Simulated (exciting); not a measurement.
# CdO (Monteponite) (Fm-3m) in exciting: equation of state

How stiff is CdO (Monteponite) in PBE, and what volume does it want? The cell is scaled to several volumes.

All numbers are computed with exciting (release sodium); they aren't measurements. Logs are shortened: lines on timing, memory, paths and dates and some standing lists are left out, and cuts for length are marked.

## Step 1: Starting point

It takes space group Fm-3m (No. 225, cubic). The conventional cell has a = 4.699 Å, b = 4.699 Å, c = 4.699 Å, α = 90.00°, β = 90.00°, γ = 90.00°. Cd (site symmetry m-3m) is surrounded by 6 O at 2.35 Å. O (site symmetry m-3m) is surrounded by 6 Cd at 2.35 Å.

## Step 2: Equation of state, PBE, 12.19 Å³/atom (volume scaled by 0.94)

Input file input.xml:

```xml
<input>
  <title>CdO</title>
  <structure speciespath="./" tshift="false">
    <crystal scale="1">
      <basevect>0.000000000000 4.349275658475 4.349275658475</basevect>
      <basevect>4.349275658475 0.000000000000 4.349275658475</basevect>
      <basevect>4.349275658475 4.349275658475 0.000000000000</basevect>
    </crystal>
    <species speciesfile="Cd.xml" rmt="2.3">
      <atom coord="0.000000000000 0.000000000000 0.000000000000"/>
    </species>
    <species speciesfile="O.xml" rmt="1.45">
      <atom coord="0.500000000000 0.500000000000 0.500000000000"/>
    </species>
  </structure>
  <groundstate do="fromscratch" ngridk="10 10 10" rgkmax="7.5" gmaxvr="14" lmaxapw="10" lmaxmat="10" lmaxvr="8" xctype="GGA_PBE" stype="Fermi Dirac" swidth="0.00183747" nempty="10" ValenceRelativity="iora*" epsengy="1e-05" epspot="1e-05" maxscl="60" outputlevel="normal"/>
</input>
```

Potentials or basis: all-electron LAPW+lo, shipped species files, valence relativity iora*.

Started as:

```sh
$ OMP_NUM_THREADS=1 exciting_smp
```

INFO.OUT:

```text
================================================================================
EXCITING SODIUM started
[... 10 lines left out ...]

 Lattice vectors (cartesian) :
      0.0000000000      4.3492756585      4.3492756585
      4.3492756585      0.0000000000      4.3492756585
      4.3492756585      4.3492756585      0.0000000000

 Reciprocal lattice vectors (cartesian) :
     -0.7223254860      0.7223254860      0.7223254860
      0.7223254860     -0.7223254860      0.7223254860
      0.7223254860      0.7223254860     -0.7223254860

 Unit cell volume                           :     164.5435255781
 Brillouin zone volume                      :       1.5075051575

 Species :    1 (Cd)
     parameters loaded from                 :    Cd.xml
     name                                   :    cadmium
     nuclear charge                         :     -48.00000000
     electronic charge                      :      48.00000000
     atomic mass                            :  204912.71750000
     muffin-tin radius                      :       2.30000000
     # of radial points in muffin-tin       :     400

     atomic positions (lattice) :
       1 :   0.00000000  0.00000000  0.00000000

 Species :    2 (O)
     parameters loaded from                 :    O.xml
     name                                   :    oxygen
     nuclear charge                         :      -8.00000000
     electronic charge                      :       8.00000000
     atomic mass                            :   29165.12203000
     muffin-tin radius                      :       1.45000000
     # of radial points in muffin-tin       :     250

     atomic positions (lattice) :
       1 :   0.50000000  0.50000000  0.50000000

 Total number of atoms per unit cell        :       2

 Spin treatment                             :    spin-unpolarised

 Number of Bravais lattice symmetries       :      48
 Number of crystal symmetries               :      48

 k-point grid                               :      10   10   10
 Total number of k-points                   :      47
 k-point set is reduced with crystal symmetries

 R^MT_min * |G+k|_max (rgkmax)              :       7.50000000
 Species with R^MT_min                      :       2 (O)
 Maximum |G+k| for APW functions            :       5.17241379
 Maximum |G| for potential and density      :      14.00000000

 G-vector grid sizes                        :      30    30    30
 Total number of G-vectors                  :    7631

 Maximum angular momentum used for
     APW functions                          :      10
     computing H and O matrix elements      :      10
     potential and density                  :       8
     inner part of muffin-tin               :       2

 Total nuclear charge                       :     -56.00000000
 Total electronic charge                    :      56.00000000
 Total core charge                          :      32.00000000
 Total valence charge                       :      24.00000000

 Number of empty states                     :      10
 Total number of valence states             :      23

 Maximum Hamiltonian size                   :     408
 Maximum number of plane-waves              :     392
 Total number of local-orbitals             :      16

 Exchange-correlation type                  :      20
     Perdew-Burke-Ernzerhof, Phys. Rev. Lett. 77, 3865 (1996)
     Generalised gradient approximation (GGA)

 Smearing scheme                            :    Fermi-Dirac
 Smearing width                             :       0.00183747

 Using multisecant Broyden potential mixing
[... 16 lines left out ...]
+ SCF iteration number :    1                                                  +
++++++++++++++++++++++++++++++++++++++++++++++++++++++++++++++++++++++++++++++++
 Total energy                               :     -5670.03756843
 _______________________________________________________________
 Fermi energy                               :         0.20724155
 Kinetic energy                             :      5944.82098616
 Coulomb energy                             :    -11451.20626453
 Exchange energy                            :      -160.79599778
 Correlation energy                         :        -2.85629228

 DOS at Fermi energy (states/Ha/cell)       :         0.00003935

 Electron charges :
     core                                   :        32.00000000
     core leakage                           :         0.00121949
     valence                                :        24.00000000
     interstitial                           :         3.03016151
     charge in muffin-tin spheres :
                  atom     1    Cd          :        45.75749440
                  atom     2     O          :         7.21234410
     total charge in muffin-tins            :        52.96983849
     total charge                           :        56.00000000

 Estimated fundamental gap                  :         0.04643096
        valence-band maximum at    6      0.5000  0.0000  0.0000
     conduction-band minimum at    1      0.0000  0.0000  0.0000

++++++++++++++++++++++++++++++++++++++++++++++++++++++++++++++++++++++++++++++++
+ SCF iteration number :    2                                                  +
++++++++++++++++++++++++++++++++++++++++++++++++++++++++++++++++++++++++++++++++
 Total energy                               :     -5672.89133062
 _______________________________________________________________
 Fermi energy                               :         0.24732579
 Kinetic energy                             :      5941.94572733
 Coulomb energy                             :    -11451.36158228
 Exchange energy                            :      -160.61122082
 Correlation energy                         :        -2.86425485

 DOS at Fermi energy (states/Ha/cell)       :         0.96913989

 Electron charges :
     core                                   :        32.00000000
     core leakage                           :         0.00119824
     valence                                :        24.00000000
     interstitial                           :         3.29219831
     charge in muffin-tin spheres :
                  atom     1    Cd          :        45.95009729
                  atom     2     O          :         6.75770440
     total charge in muffin-tins            :        52.70780169
     total charge                           :        56.00000000
[... 44 lines left out ...]
 DOS at Fermi energy (states/Ha/cell)       :         0.00007494

 Electron charges :
     core                                   :        32.00000000
     core leakage                           :         0.00123151
     valence                                :        24.00000000
     interstitial                           :         3.01945265
     charge in muffin-tin spheres :
                  atom     1    Cd          :        45.75627275
                  atom     2     O          :         7.22427460
     total charge in muffin-tins            :        52.98054735
     total charge                           :        56.00000000

 Estimated fundamental gap                  :         0.04408792
        valence-band maximum at    6      0.5000  0.0000  0.0000
     conduction-band minimum at    1      0.0000  0.0000  0.0000

 RMS change in effective potential (target) :  0.205793      ( 0.100000E-04)
 Absolute change in total energy   (target) :   4.87580      ( 0.100000E-04)
 Charge distance                   (target) :  0.205793E-01  ( 0.100000E-04)

++++++++++++++++++++++++++++++++++++++++++++++++++++++++++++++++++++++++++++++++
+ SCF iteration number :    5                                                  +
++++++++++++++++++++++++++++++++++++++++++++++++++++++++++++++++++++++++++++++++
 Total energy                               :     -5675.64228743
 _______________________________________________________________
 Fermi energy                               :         0.34050329
 Kinetic energy                             :      5938.39193870
 Coulomb energy                             :    -11450.80444851
 Exchange energy                            :      -160.35168692
 Correlation energy                         :        -2.87809070

 DOS at Fermi energy (states/Ha/cell)       :         6.05641987

 Electron charges :
     core                                   :        32.00000000
     core leakage                           :         0.00118001
     valence                                :        24.00000000
     interstitial                           :         3.64715851
     charge in muffin-tin spheres :
                  atom     1    Cd          :        46.23106663
                  atom     2     O          :         6.12177486
     total charge in muffin-tins            :        52.35284149
     total charge                           :        56.00000000
[... 494 lines left out ...]
 Electron charges :
     core                                   :        32.00000000
     core leakage                           :         0.00120752
     valence                                :        24.00000000
     interstitial                           :         3.36687021
     charge in muffin-tin spheres :
                  atom     1    Cd          :        46.00047395
                  atom     2     O          :         6.63265585
     total charge in muffin-tins            :        52.63312979
     total charge                           :        56.00000000

 RMS change in effective potential (target) :  0.344062E-07  ( 0.100000E-04)
 Absolute change in total energy   (target) :  0.159532E-05  ( 0.100000E-04)
 Charge distance                   (target) :  0.247026E-08  ( 0.100000E-04)

++++++++++++++++++++++++++++++++++++++++++++++++++++++++++++++++++++++++++++++++
| Convergency criteria checked for the last 2 iterations                       +
| Convergence targets achieved. Performing final SCF iteration                 +
++++++++++++++++++++++++++++++++++++++++++++++++++++++++++++++++++++++++++++++++
 Total energy                               :     -5671.27848887
 _______________________________________________________________
 Fermi energy                               :         0.27586114
 Kinetic energy                             :      5942.40097584
 Coulomb energy                             :    -11450.29590508
 Exchange energy                            :      -160.51730667
 Correlation energy                         :        -2.86625296

 DOS at Fermi energy (states/Ha/cell)       :         1.06430128

 Electron charges :
     core                                   :        32.00000000
     core leakage                           :         0.00120752
     valence                                :        24.00000000
     interstitial                           :         3.36687022
     charge in muffin-tin spheres :
                  atom     1    Cd          :        46.00047395
                  atom     2     O          :         6.63265583
     total charge in muffin-tins            :        52.63312978
     total charge                           :        56.00000000

++++++++++++++++++++++++++++++++++++++++++++++++++++++++++++++++++++++++++++++++
[... 7 lines left out ...]

--------------------------------------------------------------------------------
- CAUTION! Warnings have been written in file WARNING.OUT !                    -
--------------------------------------------------------------------------------
================================================================================
| EXCITING SODIUM stopped                                                      =
================================================================================
```

Wall time 1.8 min (1 thread of Intel Xeon 6975P-C (Granite Rapids), shared host); peak memory 0.13 GiB.

What came out:

```
Free energy                                       : -154323.3500 eV
Band gap on the k mesh                            : none (metal or under the smearing width)
All electrons inside the program's atomic spheres : Cd 46.00; O 6.63 (radii Cd 2.3, O 1.45 bohr)
```

## Step 3: Equation of state, PBE, 12.45 Å³/atom (volume scaled by 0.96)

Edit input.xml of step 2 so:

```diff
@@ -4,5 +4,5 @@
     <crystal scale="1">
-      <basevect>0.000000000000 4.349275658475 4.349275658475</basevect>
-      <basevect>4.349275658475 0.000000000000 4.349275658475</basevect>
-      <basevect>4.349275658475 4.349275658475 0.000000000000</basevect>
+      <basevect>0.000000000000 4.379905369592 4.379905369592</basevect>
+      <basevect>4.379905369592 0.000000000000 4.379905369592</basevect>
+      <basevect>4.379905369592 4.379905369592 0.000000000000</basevect>
     </crystal>
```

Potentials or basis: all-electron LAPW+lo, shipped species files, valence relativity iora*.

Started as:

```sh
$ OMP_NUM_THREADS=1 exciting_smp
```

Wall time 2 min (1 thread of Intel Xeon 6975P-C (Granite Rapids), shared host); peak memory 0.13 GiB.

It converged, with:

- Free energy: -154323.3993 eV
- Band gap on the k mesh: none (metal or under the smearing width)
- All electrons inside the program's atomic spheres: Cd 45.98; O 6.62 (radii Cd 2.3, O 1.45 bohr)

## Step 4: Equation of state, PBE, 12.71 Å³/atom (volume scaled by 0.98)

Edit input.xml of step 3 so:

```diff
@@ -4,5 +4,5 @@
     <crystal scale="1">
-      <basevect>0.000000000000 4.379905369592 4.379905369592</basevect>
-      <basevect>4.379905369592 0.000000000000 4.379905369592</basevect>
-      <basevect>4.379905369592 4.379905369592 0.000000000000</basevect>
+      <basevect>0.000000000000 4.410112567995 4.410112567995</basevect>
+      <basevect>4.410112567995 0.000000000000 4.410112567995</basevect>
+      <basevect>4.410112567995 4.410112567995 0.000000000000</basevect>
     </crystal>
```

Started as:

```sh
$ OMP_NUM_THREADS=1 exciting_smp
```

It took 2.6 min on 1 thread of Intel Xeon 6975P-C (Granite Rapids), shared host; peak memory 0.13 GiB.

It converged, with:

| Item | Value |
| --- | --- |
| Free energy | -154323.4361 eV |
| Band gap on the k mesh | none (metal or under the smearing width) |
| All electrons inside the program's atomic spheres | Cd 45.97; O 6.61 (radii Cd 2.3, O 1.45 bohr) |

## Step 5: Equation of state, PBE, 12.97 Å³/atom

Edit input.xml of step 4 so:

```diff
@@ -4,5 +4,5 @@
     <crystal scale="1">
-      <basevect>0.000000000000 4.410112567995 4.410112567995</basevect>
-      <basevect>4.410112567995 0.000000000000 4.410112567995</basevect>
-      <basevect>4.410112567995 4.410112567995 0.000000000000</basevect>
+      <basevect>0.000000000000 4.439911529808 4.439911529808</basevect>
+      <basevect>4.439911529808 0.000000000000 4.439911529808</basevect>
+      <basevect>4.439911529808 4.439911529808 0.000000000000</basevect>
     </crystal>
```

Started as:

```sh
$ OMP_NUM_THREADS=1 exciting_smp
```

Wall time 2.4 min (1 thread of Intel Xeon 6975P-C (Granite Rapids), shared host); peak memory 0.13 GiB.

It converged, with:

```yaml
Free_energy: -154323.4617 eV
Band_gap_on_the_k_mesh: none (metal or under the smearing width)
All_electrons_inside_the_program's_atomic_spheres: Cd 45.95; O 6.60 (radii Cd 2.3, O 1.45 bohr)
```

## Step 6: Equation of state, PBE, 13.23 Å³/atom (volume scaled by 1.02)

Edit input.xml of step 5 so:

```diff
@@ -4,5 +4,5 @@
     <crystal scale="1">
-      <basevect>0.000000000000 4.439911529808 4.439911529808</basevect>
-      <basevect>4.439911529808 0.000000000000 4.439911529808</basevect>
-      <basevect>4.439911529808 4.439911529808 0.000000000000</basevect>
+      <basevect>0.000000000000 4.469315774321 4.469315774321</basevect>
+      <basevect>4.469315774321 0.000000000000 4.469315774321</basevect>
+      <basevect>4.469315774321 4.469315774321 0.000000000000</basevect>
     </crystal>
```

Potentials or basis: all-electron LAPW+lo, shipped species files, valence relativity iora*.

Started as:

```sh
$ OMP_NUM_THREADS=1 exciting_smp
```

Wall time 2.3 min (1 thread of Intel Xeon 6975P-C (Granite Rapids), shared host); peak memory 0.13 GiB.

It converged, with:

```yaml
Free_energy: -154323.4773 eV
Band_gap_on_the_k_mesh: none (metal or under the smearing width)
All_electrons_inside_the_program's_atomic_spheres: Cd 45.94; O 6.60 (radii Cd 2.3, O 1.45 bohr)
```

## Step 7: Equation of state, PBE, 13.49 Å³/atom (volume scaled by 1.04)

Edit input.xml of step 6 so:

```diff
@@ -4,5 +4,5 @@
     <crystal scale="1">
-      <basevect>0.000000000000 4.469315774321 4.469315774321</basevect>
-      <basevect>4.469315774321 0.000000000000 4.469315774321</basevect>
-      <basevect>4.469315774321 4.469315774321 0.000000000000</basevect>
+      <basevect>0.000000000000 4.498338118601 4.498338118601</basevect>
+      <basevect>4.498338118601 0.000000000000 4.498338118601</basevect>
+      <basevect>4.498338118601 4.498338118601 0.000000000000</basevect>
     </crystal>
```

Started as:

```sh
$ OMP_NUM_THREADS=1 exciting_smp
```

Run time: 2.4 min. Hardware: 1 thread of Intel Xeon 6975P-C (Granite Rapids), shared host; peak memory 0.13 GiB.

It converged, with:

```yaml
Free_energy: -154323.4838 eV
Band_gap_on_the_k_mesh: none (metal or under the smearing width)
All_electrons_inside_the_program's_atomic_spheres: Cd 45.93; O 6.59 (radii Cd 2.3, O 1.45 bohr)
```

## Step 8: Equation of state, PBE, 13.75 Å³/atom (volume scaled by 1.06)

Edit input.xml of step 7 so:

```diff
@@ -4,5 +4,5 @@
     <crystal scale="1">
-      <basevect>0.000000000000 4.498338118601 4.498338118601</basevect>
-      <basevect>4.498338118601 0.000000000000 4.498338118601</basevect>
-      <basevect>4.498338118601 4.498338118601 0.000000000000</basevect>
+      <basevect>0.000000000000 4.526990726249 4.526990726249</basevect>
+      <basevect>4.526990726249 0.000000000000 4.526990726249</basevect>
+      <basevect>4.526990726249 4.526990726249 0.000000000000</basevect>
     </crystal>
```

Started as:

```sh
$ OMP_NUM_THREADS=1 exciting_smp
```

Run time: 1.9 min. Hardware: 1 thread of Intel Xeon 6975P-C (Granite Rapids), shared host; peak memory 0.13 GiB.

The run converged. Its results:

```yaml
Free_energy: -154323.4825 eV
Band_gap_on_the_k_mesh: none (metal or under the smearing width)
All_electrons_inside_the_program's_atomic_spheres: Cd 45.91; O 6.58 (radii Cd 2.3, O 1.45 bohr)
```

## Step 9: Equation of state, PBE

Potentials or basis: all-electron LAPW+lo, shipped species files, valence relativity iora*.

No new run: the results of the series are fitted here.

Results:

* Equilibrium volume: 13.57 Å³/atom
* Bulk modulus: 125 GPa
* Pressure derivative of the bulk modulus: 4.8

Energy against volume, from the lowest point:
```csv
volume (Å³/atom),energy (meV/atom)
12.191,66.92
12.451,42.28
12.710,23.87
12.970,11.06
13.229,3.29
13.488,0.00
13.748,0.65
```

PBE usually gives volumes a little too large and moduli too small. Zero-point motion and thermal expansion aren't in these numbers.
